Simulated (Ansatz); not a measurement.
# KBr: the cost of one run

Computed with Ansatz 0.2.0 (DFT r2SCAN, scalar-relativistic, plane waves, PAW).

1 further run of the same task is left out (set aside as unsound or not needed).

## 1. The structure to begin with

It takes space group Pm-3m (No. 221, cubic). The conventional cell has a = 4.039 Å, b = 4.039 Å, c = 4.039 Å, α = 90.00°, β = 90.00°, γ = 90.00°. K (site symmetry m-3m) has 8 Br at 3.50 Å as nearest neighbours. Br (site symmetry m-3m) has 8 K at 3.50 Å as nearest neighbours.

As a file:

```
K Br
1.0
     4.03826    0.00000    0.00000
     0.00000    4.03826    0.00000
     0.00000    0.00000    4.03973
K Br
1 1
Cartesian
  2.0191 2.0191 2.0199
  0.0000 0.0000 0.0000
```

The cell was relaxed beforehand at this level, from a database cell with other species swapped in; it needn't be the stable form of this composition. At a tolerance of 0.02 Å it has space group Pm-3m (No. 221); it has 32.94 Å³/atom, an uncorrected energy of -1.70 eV/atom over the elements and, on its mesh, gap 3.87 eV.

## 2. The same geometry with r2SCAN

File input.yaml:

```yaml
crystal:
  lattice:
    - [4.0382600546, 0.0, 0.0]
    - [0.0, 4.0382600546, 0.0]
    - [0.0, 0.0, 4.0397343728]
  atoms:
    - { symbol: K, position: [0.5, 0.5, 0.5] }
    - { symbol: Br, position: [0.0, 0.0, 0.0] }
basis:
  ecutwfc: 500
kpoints:
  mp_grid: { grid: [6, 6, 6] }
  band_path:
    path:
      - [[0.0, 0.0, 0.0], [0.0, 0.5, 0.0], [0.5, 0.5, 0.0], [0.0, 0.0, 0.0], [0.0, 0.0, 0.5], [0.0, 0.5, 0.5], [0.5, 0.5, 0.5], [0.0, 0.0, 0.5]]
      - [[0.0, 0.5, 0.0], [0.0, 0.5, 0.5]]
      - [[0.5, 0.5, 0.0], [0.5, 0.5, 0.5]]
    npoints: 14
hamiltonian:
  xc: r2scan
scf:
  occupations: { method: gaussian, width: 0.02 }
  n_extra_bands: 6
output:
  forces: true
  stress: true
  eigenvalues: true
  populations: true
  dos: { projected: true, de: 0.02, nscf_kmesh: { grid: [9, 9, 9] } }
  bader: true
  write_density: true
  write_potential: true
  elf: true
  volumetric_format: npy
```

Command:

```
ansatz run input.yaml --threads 1 --pin off --max-ram 2560MiB --backend cpu --events-out ev --progress --plain --runs-dir out
```

**Question.** How long does this run take on 1 thread of Arm Neoverse V1, shared host, and how much memory does it need?

About 21 s, with a peak of 0.43 GiB.
